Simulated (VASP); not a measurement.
# CuAu under changes of volume

One of the cells (14.596 Å³/atom); the others are scaled copies at fixed shape and fractional positions:

```
Au Cu
1.0
     2.87453    0.00000    0.00000
     0.00000    2.87453    0.00000
     0.00000    0.00000    3.53290
Au Cu
1 1
Direct
  0.00000 0.00000 0.00000
  0.50000 0.50000 0.50000
```

* Program: VASP 6.6.1
* Functional: r2SCAN
* Potentials or basis: VASP PAW PBE potentials, release 64 (Au, Cu)
* Cutoff: 520 eV
* k mesh: 8 × 8 × 6
* Occupations: fermi-dirac, width 0.05 eV
* Spin: no spin polarisation

```csv
volume (Å³/atom),energy over the lowest point (meV/atom),pressure (GPa)
14.012,?,?
14.304,3.16,3.4
14.596,0.00,0.0
14.888,2.58,-3.0
15.180,10.18,-5.5
```

**Question.** What does the run at 14.012 Å³/atom give?

**Answer.** Energy over the lowest point 12.87 meV/atom; pressure 7.2 GPa.

Worked out: A Birch-Murnaghan fit of order 2 (a polynomial in V^(-2/3)) to the other rows has its minimum at 14.61 Å³/atom with B0 = V·E''(V) = 154 GPa at fixed shape and positions, which overstates the stiffness. It gives 12.52 meV/atom at 14.012 Å³/atom, against the run's 12.87, and -dE/dV = 7.0 GPa, against 7.2.

Energies are extrapolated to zero smearing.

Caveats: the PAW data sets were made with another functional, which shifts forces and pressure a little.
